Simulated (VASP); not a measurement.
# SiC (F-43m) in VASP: band structure with PBE

Aim: the band structure of SiC with PBE.

Program: VASP 6.6.1. These are calculated values, not measurements. Logs are shortened: lines on timing, memory, paths and dates and some standing lists are left out, and cuts for length are marked.

**Experimental background.**

From “Insight into the structural, elastic and electronic properties of a new orthorhombic 6O-SiC polytype”, 2020, pmc:7200658, for a bulk crystal of SiC: band gap 2.4 eV (indirect).

The runs below are set against these values where they give the same quantity.

### Step 1. The crystal as given

Symmetry: F-43m, No. 216, cubic system. The conventional cell has a = 4.379 Å, b = 4.379 Å, c = 4.379 Å, α = 90.00°, β = 90.00°, γ = 90.00°. Si (site symmetry -43m) is surrounded by 4 C at 1.90 Å. C (site symmetry -43m) has 4 Si at 1.90 Å as nearest neighbours.

### Step 2. Band structure, PBE

POSCAR

```
SiC                                     
1.0
    0.0000000000      2.1897008475      2.1897008475
    2.1897008475      0.0000000000      2.1897008475
    2.1897008475      2.1897008475      0.0000000000
  Si              C             
     1     1
Direct
     0.0000000000000000    0.0000000000000000    0.0000000000000000
     0.2500000000000000    0.2500000000000000    0.2500000000000000
```

INCAR.step1

```
SYSTEM = SiC
ALGO = Fast
AMIX = 0.2
EDIFF = 1E-7
ENCUT = 520
GGA = PE
ISIF = 2
ISMEAR = 0
LASPH = .TRUE.
LCHARG = .TRUE.
LREAL = .FALSE.
LWAVE = .FALSE.
NBANDS = 11
NELM = 100
PREC = Accurate
SIGMA = 0.02
```

KPOINTS.step1

```
k-points
0
G
  12 12 12
  0 0 0
```

INCAR.step2

```
SYSTEM = SiC
ALGO = Fast
AMIX = 0.2
EDIFF = 1E-7
ENCUT = 520
GGA = PE
ICHARG = 11
ISIF = 2
ISMEAR = 0
LASPH = .TRUE.
LCHARG = .FALSE.
LREAL = .FALSE.
LWAVE = .FALSE.
NBANDS = 11
NELM = 100
PREC = Accurate
SIGMA = 0.05
```

KPOINTS.step2

```
path GXWKGLUWLK,UX
20
line-mode
reciprocal
 0.0000000000  0.0000000000  0.0000000000  G
 0.5000000000  0.0000000000  0.5000000000  X

 0.5000000000  0.0000000000  0.5000000000  X
 0.5000000000  0.2500000000  0.7500000000  W

 0.5000000000  0.2500000000  0.7500000000  W
 0.3750000000  0.3750000000  0.7500000000  K

 0.3750000000  0.3750000000  0.7500000000  K
 0.0000000000  0.0000000000  0.0000000000  G

 0.0000000000  0.0000000000  0.0000000000  G
 0.5000000000  0.5000000000  0.5000000000  L

 0.5000000000  0.5000000000  0.5000000000  L
 0.6250000000  0.2500000000  0.6250000000  U

 0.6250000000  0.2500000000  0.6250000000  U
 0.5000000000  0.2500000000  0.7500000000  W

 0.5000000000  0.2500000000  0.7500000000  W
 0.5000000000  0.5000000000  0.5000000000  L

 0.5000000000  0.5000000000  0.5000000000  L
 0.3750000000  0.3750000000  0.7500000000  K

 0.6250000000  0.2500000000  0.6250000000  U
 0.5000000000  0.0000000000  0.5000000000  X
```

Potentials or basis: VASP PAW PBE potentials, release 64 (Si, C).

Started as:

```bash
cat potpaw_PBE.64/Si/POTCAR potpaw_PBE.64/C/POTCAR > POTCAR
cp INCAR.step1 INCAR
cp KPOINTS.step1 KPOINTS
mpirun -np 1 vasp_std > vasp.out
cp INCAR.step2 INCAR
cp KPOINTS.step2 KPOINTS
mpirun -np 1 vasp_std > vasp.out
```

OUTCAR:

```text
SYSTEM = SiC
   AMIX = 0.2
   EDIFF = 1E-7
   ENCUT = 520
   GGA = PE
   ICHARG = 11
   ISIF = 2
   ISMEAR = 0
   LASPH = .TRUE.
   LREAL = .FALSE.
   NELM = 100
   PREC = Accurate

 ion  position               nearest neighbor table
   1  0.000  0.000  0.000-   2 1.90   2 1.90   2 1.90   2 1.90
   2  0.250  0.250  0.250-   1 1.90   1 1.90   1 1.90   1 1.90

  LATTYP: Found a face centered cubic cell.
 ALAT       =     4.3794016950

  Lattice vectors:

 A1 = (   0.0000000000,   2.1897008475,   2.1897008475)
 A2 = (   2.1897008475,   0.0000000000,   2.1897008475)
 A3 = (   2.1897008475,   2.1897008475,   0.0000000000)

Analysis of symmetry for initial positions (statically):
=====================================================================
 Subroutine PRICEL returns:
 Original cell was already a primitive cell.

 Routine SETGRP: Setting up the symmetry group for a
 face centered cubic supercell.

 Subroutine GETGRP returns: Found 24 space group operations
 (whereof 24 operations were pure point group operations)
 out of a pool of 48 trial point group operations.

The static configuration has the point symmetry T_d .

Analysis of symmetry for dynamics (positions and initial velocities):
=====================================================================
 Subroutine PRICEL returns:
 Original cell was already a primitive cell.

 Routine SETGRP: Setting up the symmetry group for a
 face centered cubic supercell.

 Subroutine GETGRP returns: Found 24 space group operations
 (whereof 24 operations were pure point group operations)
 out of a pool of 48 trial point group operations.

The dynamic configuration has the point symmetry T_d .

 Subroutine INISYM returns: Found 24 space group operations
 (whereof 24 operations are pure point group operations),
 and found     1 'primitive' translations

----------------------------------------------------------------------------------------

                                     Primitive cell

  volume of cell :      20.9983

  direct lattice vectors                    reciprocal lattice vectors
     0.000000000  2.189700848  2.189700848    -0.228341694  0.228341694  0.228341694
     2.189700848  0.000000000  2.189700848     0.228341694 -0.228341694  0.228341694
     2.189700848  2.189700848  0.000000000     0.228341694  0.228341694 -0.228341694

  length of vectors
     3.096704636  3.096704636  3.096704636     0.395499415  0.395499415  0.395499415

  position of ions in fractional coordinates (direct lattice)
     0.000000000  0.000000000  0.000000000
     0.250000000  0.250000000  0.250000000

  ion indices of the primitive-cell ions
   primitive index   ion index
                 1           1
                 2           2

----------------------------------------------------------------------------------------

 KPOINTS: path GXWKGLUWLK,UX

Interpolating k-points between supplied coordinates.

 Line segments in fractional coordinates (reciprocal lattice):
    0.000000  0.000000  0.000000  ...  0.500000  0.000000  0.500000
    0.500000  0.000000  0.500000  ...  0.500000  0.250000  0.750000
    0.500000  0.250000  0.750000  ...  0.375000  0.375000  0.750000
    0.375000  0.375000  0.750000  ...  0.000000  0.000000  0.000000
    0.000000  0.000000  0.000000  ...  0.500000  0.500000  0.500000
    0.500000  0.500000  0.500000  ...  0.625000  0.250000  0.625000
    0.625000  0.250000  0.625000  ...  0.500000  0.250000  0.750000
    0.500000  0.250000  0.750000  ...  0.500000  0.500000  0.500000
    0.500000  0.500000  0.500000  ...  0.375000  0.375000  0.750000
    0.625000  0.250000  0.625000  ...  0.500000  0.000000  0.500000

 Generated    20 points on each line segment, for a total of    200 k-points:

 Following reciprocal coordinates:
            Coordinates               Weight
  0.000000  0.000000  0.000000      0.005000
  0.026316  0.000000  0.026316      0.005000
  0.052632  0.000000  0.052632      0.005000
  0.078947  0.000000  0.078947      0.005000
  0.105263  0.000000  0.105263      0.005000
  0.131579  0.000000  0.131579      0.005000
[... 16 lines left out ...]
  0.500000  0.026316  0.526316      0.005000
  0.500000  0.039474  0.539474      0.005000
 [... further k-points ...]
   k-points           NKPTS =    200   k-points in BZ     NKDIM =    200   number of bands    NBANDS=     11
   number of dos      NEDOS =    301   number of ions     NIONS =      2
   total plane-waves  NPLWV =  13824
   dimension x,y,z NGX =    24 NGY =   24 NGZ =   24
   dimension x,y,z NGXF=    48 NGYF=   48 NGZF=   48
   ions per type =               1   1
   NGX,Y,Z   is equivalent  to a cutoff of  12.88, 12.88, 12.88 a.u.
   NGXF,Y,Z  is equivalent  to a cutoff of  25.77, 25.77, 25.77 a.u.
 SYSTEM =  SiC
   PREC   = accura    normal or accurate (medium, high low for compatibility)
   ISTART =      0    job   : 0-new  1-cont  2-samecut
   ICHARG =     11    charge: 1-file 2-atom 10-const
   ISPIN  =      1    spin polarized calculation?
   LNONCOLLINEAR =      F non collinear calculations
   LSORBIT =      F    spin-orbit coupling
   LASPH  =      T    aspherical Exc in radial PAW
   ENCUT  =  520.0 eV  38.22 Ry    6.18 a.u.   5.76  5.76  5.76*2*pi/ulx,y,z
   NELM   =    100;   NELMIN=  2; NELMDL=  0     # of ELM steps
   EDIFF  = 0.1E-06   stopping-criterion for ELM
   LREAL  =      F    real-space projection
   EDIFFG = 0.1E-05   stopping-criterion for IOM
   NSW    =      0    number of steps for IOM
   IBRION =     -1    ionic relax: 0-MD 1-quasi-New 2-CG
   NFREE  =      0    steps in history (QN), initial steepest desc. (CG)
   ISIF   =      2    stress and relaxation
   ISYM   =      2    0-nonsym 1-usesym 2-fastsym
   POTIM  = 0.5000    time-step for ionic-motion
   TEBEG  =    0.0;   TEEND  =   0.0 temperature during run
   PSTRESS=    0.0 pullay stress
   NELECT =       8.0000    total number of electrons
   NUPDOWN=      -1.0000    fix difference up-down
   EMIN   =  10.00;   EMAX   =-10.00  energy-range for DOS
   EFERMI =   0.00;   METHOD = LEGACY
   ISMEAR =     0;   SIGMA  =   0.05  broadening in eV -4-tet -1-fermi 0-gaus
   EFERMI_NEDOS =   21; number of points for ismear=-14 and -15
   IALGO  =     68    algorithm
   IMIX   =      4    mixing-type and parameters
     AMIX     =   0.20;   BMIX     =  1.00
     AMIX_MAG =   0.80;   BMIX_MAG =  1.00
  volume/ion in A,a.u.               =      10.50        70.85
  Fermi-wavevector in a.u.,A,eV,Ry     =   1.186798  2.242723 19.163654  1.408489
  Thomas-Fermi vector in A             =   2.322963
   LORBIT       =      0    0 simple, 1 ext, 2 COOP (PROOUT), +10 PAW based schemes
   GGA     = PE    functional components
   LHFCALC =     F    Hartree Fock is set to
   AEXX    =    0.0000 exact exchange contribution
   IVDW    =     0    specifies the selected vdW correction
   LEPSILON=     F    determine dielectric tensor
   LRPA    =     F    only Hartree local field effects (RPA)
 non-spin polarized calculation
 RMM-DIIS sequential band-by-band and
 Gauss-broadening in eV      SIGMA  =   0.05
  energy-cutoff  :      520.00
  volume of cell :       21.00
 maximum number of plane-waves:       588
 NGX is ok and might be reduce to    24

 number of electron       8.0000001 magnetization

 Free energy of the ion-electron system (eV)
  ---------------------------------------------------
  ext. energy  EPLUGINS =         0.00000000
  ---------------------------------------------------
  free energy    TOTEN  =       -15.51622088 eV

  energy without entropy =      -15.51622088  energy(sigma->0) =      -15.51622088

 E-fermi :   8.1986     XC(G=0): -11.2921

 val. band max:        7.9423782372   @ k =   0.0000   0.0000   0.0000
 cond. band min:       9.3133080264   @ k =   0.5000   0.0000   0.5000
 fundamental gap:      1.3709297892
 Fermi energy:         8.1986120465

 k-point     1 :       0.0000    0.0000    0.0000
  band No.  band energies     occupation
      1      -7.3457      2.00000
      2       7.9424      2.00000
      3       7.9424      2.00000
      4       7.9424      2.00000
      5      14.0044      0.00000
      6      15.1489      0.00000
      7      15.1489      0.00000
      8      15.1489      0.00000
      9      22.3639      0.00000
     10      22.3639      0.00000
     11      24.1967      0.00000

 k-point     2 :       0.0263    0.0000    0.0263
  band No.  band energies     occupation
      1      -7.3278      2.00000
      2       7.8828      2.00000
      3       7.9061      2.00000
      4       7.9061      2.00000
      5      14.0592      0.00000
      6      15.0995      0.00000
      7      15.2014      0.00000
      8      15.2014      0.00000
      9      22.0762      0.00000
     10      22.3841      0.00000
     11      24.2508      0.00000

 k-point     3 :       0.0526    0.0000    0.0526
  band No.  band energies     occupation
      1      -7.2742      2.00000
      2       7.7116      2.00000
      3       7.8011      2.00000
      4       7.8011      2.00000
      5      14.2074      0.00000
      6      14.9616      0.00000
      7      15.3547      0.00000
      8      15.3547      0.00000
      9      21.4156      0.00000
     10      22.4446      0.00000
     11      24.4571      0.00000
[... 267 lines left out ...]
 k-point    23 :       0.5000    0.0263    0.5263
  band No.  band energies     occupation
      1      -2.3922      2.00000
      2       0.2084      2.00000
      3       4.7303      2.00000
      4       4.7368      2.00000
      5       9.4072      0.00000
      6      12.2985      0.00000
      7      21.6935      0.00000
      8      21.8107      0.00000
      9      22.4749      0.00000
     10      27.6615      0.00000
     11      29.7215      0.00000

 k-point    24 :       0.5000    0.0395    0.5395
  band No.  band energies     occupation
      1      -2.3853      2.00000
      2       0.2260      2.00000
      3       4.6643      2.00000
      4       4.6770      2.00000
      5       9.5207      0.00000
      6      12.4022      0.00000
      7      21.5563      0.00000
      8      21.8163      0.00000
      9      22.4000      0.00000
     10      27.4223      0.00000
     11      29.5546      0.00000

 [... further k-points ...]

------------------------ aborting loop because EDIFF is reached ----------------------------------------

  FORCE on cell =-STRESS in cart. coord.  units (eV):
  Direction    XX          YY          ZZ          XY          YZ          ZX
  --------------------------------------------------------------------------------------
  -------------------------------------------------------------------------------------
  Total       -0.5318689     -0.5318689     -0.5318689      0.0000000      0.0000000     -0.0000000
  in kB      -40.5817533    -40.5817533    -40.5817533      0.0000000      0.0000000     -0.0000000
  external PRESSURE =     -40.5817533 kB  Pullay stress =       0.0000000 kB

 VOLUME and BASIS-vectors are now :
 -----------------------------------------------------------------------------
  energy-cutoff  :      520.00
  volume of cell :       21.00
      direct lattice vectors                 reciprocal lattice vectors
     0.000000000  2.189700848  2.189700848    -0.228341694  0.228341694  0.228341694
     2.189700848  0.000000000  2.189700848     0.228341694 -0.228341694  0.228341694
     2.189700848  2.189700848  0.000000000     0.228341694  0.228341694 -0.228341694

 POSITION                                       TOTAL-FORCE (eV/Angst)
 -----------------------------------------------------------------------------------
      0.00000      0.00000      0.00000         0.000000      0.000000      0.000000
      1.09485      1.09485      1.09485        -0.000000     -0.000000     -0.000000
 -----------------------------------------------------------------------------------
    total drift:                                0.000000      0.000000      0.000000

  FREE ENERGIE OF THE ION-ELECTRON SYSTEM (eV)
  ---------------------------------------------------
  free  energy   TOTEN  =       -15.5162208799 eV

  energy  without entropy=      -15.5162208799  energy(sigma->0) =      -15.51622088
```

Run time: 16 s. Hardware: 1 thread of Intel Xeon Platinum 8488C (Sapphire Rapids), shared host; peak memory 0.16 GiB.

What came out:

```
Band gap on the k mesh  : 1.37 eV, indirect (least direct gap 4.53 eV)
Band gap along the path : 1.37 eV, indirect (least direct gap 4.53 eV)
```

Levels at the corners of the path, in eV from the valence-band top:
```
point  band 2  band 3  band 4  band 5  band 6  band 7
    Γ    0.00    0.00    0.00    6.06    7.21    7.21
    X   -7.75   -3.16   -3.16    1.37    4.27   13.86
    X   -7.75   -3.16   -3.16    1.37    4.27   13.86
    W   -7.00   -4.92   -4.63    5.19    9.30    9.33
    W   -7.00   -4.92   -4.63    5.19    9.30    9.33
    K   -7.24   -5.47   -2.57    3.10    7.68   11.72
    K   -7.24   -5.47   -2.57    3.10    7.68   11.72
    Γ    0.00    0.00    0.00    6.06    7.21    7.21
    Γ    0.00    0.00    0.00    6.06    7.21    7.21
    L   -8.45   -1.05   -1.05    5.30    7.17    7.17
    L   -8.45   -1.05   -1.05    5.30    7.17    7.17
    U   -7.24   -5.47   -2.57    3.10    7.68   11.72
    U   -7.24   -5.47   -2.57    3.10    7.68   11.72
    W   -7.00   -4.92   -4.63    5.19    9.30    9.33
    W   -7.00   -4.92   -4.63    5.19    9.30    9.33
    L   -8.45   -1.05   -1.05    5.30    7.17    7.17
    L   -8.45   -1.05   -1.05    5.30    7.17    7.17
    K   -7.24   -5.47   -2.57    3.10    7.68   11.72
    U   -7.24   -5.47   -2.57    3.10    7.68   11.72
    X   -7.75   -3.16   -3.16    1.37    4.27   13.86
```

Caveat: the log is that of the step along the path at fixed density, whose energy, stress, charges and moments have no meaning.

### Step 3. Comparison with measurements

Step 2. Measured gap of SiC: 2.4 eV (indirect; quoted in “Insight into the structural, elastic and electronic properties of a new orthorhombic 6O-SiC polytype”, 2020, pmc:7200658). This calculation gives 1.37 eV (-1.03 eV). The value is that of PBE, without temperature or zero-point motion. Semilocal functionals fall short of measured gaps as a rule.
